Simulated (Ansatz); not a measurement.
All numbers below come from DFT PBE, scalar-relativistic, plane waves, PAW (Ansatz).

Settings: cutoff 420 eV, Γ-centred mesh 8×8×8 on the computed 4-atom cell, Gaussian smearing of 0.10 eV; no spin polarisation.

Structure with the computed forces (eV/Å) in the last three columns:

```xyz
4
Lattice="-4.3117 4.3117 3.6012 4.3117 -4.3117 3.6012 4.3117 4.3117 -3.6012" Properties=species:S:1:pos:R:3:forces:R:3 pbc="T T T" pressure_GPa=-0.96
Sr    5.8406    1.5289    0.0000   -0.2250   -0.2250    0.0000
Sr   -1.5289    2.7827    3.6012    0.2250    0.2250    0.0000
Sr    2.7827    1.5289    3.6012    0.2250   -0.2250    0.0000
Sr    1.5289    2.7827    0.0000   -0.2250    0.2250    0.0000
```

Stress tensor (GPa, compression positive):

```
-1.40  0.00  0.00
 0.00 -1.40  0.00
 0.00  0.00 -0.08
```

This form isn't the element's structure at ambient conditions.